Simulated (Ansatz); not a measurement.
This AlNi₃ structure is the end of a relaxation. The cell was found from a structure generator's guess, not taken from experiment.

Theory: Ansatz, DFT PBE, scalar-relativistic, plane waves, PAW. Cutoff 420 eV, Γ-centred mesh, Gaussian smearing, no spin polarisation.

```cif
data_structure
_symmetry_space_group_name_H-M 'P 1'
_symmetry_Int_Tables_number 1
_cell_length_a 2.6159
_cell_length_b 3.3986
_cell_length_c 5.1401
_cell_angle_alpha 90.000
_cell_angle_beta 90.000
_cell_angle_gamma 90.000
_cell_volume 45.70
loop_
_atom_site_label
_atom_site_type_symbol
_atom_site_fract_x
_atom_site_fract_y
_atom_site_fract_z
_atom_site_occupancy
Al1 Al 0.50000 0.50000 0.50000 1
Ni1 Ni 0.00000 0.00000 0.75357 1
Ni2 Ni 0.00000 0.00000 0.24643 1
Ni3 Ni 0.50000 0.50000 0.00000 1
```

Energies over the elements count from the elements' standard structures at the same level, with no fitted energy shifts.

Task: Find its symmetry and describe it.

Result: Pmmm (No. 47), with Al and Ni ordered on fcc sites. Conventional cell: a = 2.616 Å, b = 3.399 Å, c = 5.140 Å. Around Al lie 10 Ni at 2.51–2.57 Å and 2 Al at 2.62 Å; around Ni on a site of symmetry mm2 lie 8 Ni at 2.49–2.62 Å and 4 Al at 2.51 Å; around Ni on a site of symmetry mmm lie 10 Ni at 2.49–2.62 Å and 2 Al at 2.57 Å.

Task: How far does it lie from the elements in energy?

Result: −0.34 eV/atom. Whether it is stable depends on the other phases of the system, which aren't compared here.

Task: Is it a metal?

Result: Yes, bands cross the Fermi level on the 18×14×10 mesh.

The last run used an 18×14×10 mesh (in the run's order of axes) for its 4-atom cell and Gaussian smearing of 0.10 eV. Trial moments died out on the coarse mesh, so the last step has no spin; another magnetic start might hold. Symmetry constrained the relaxation, so the result can be a saddle point.
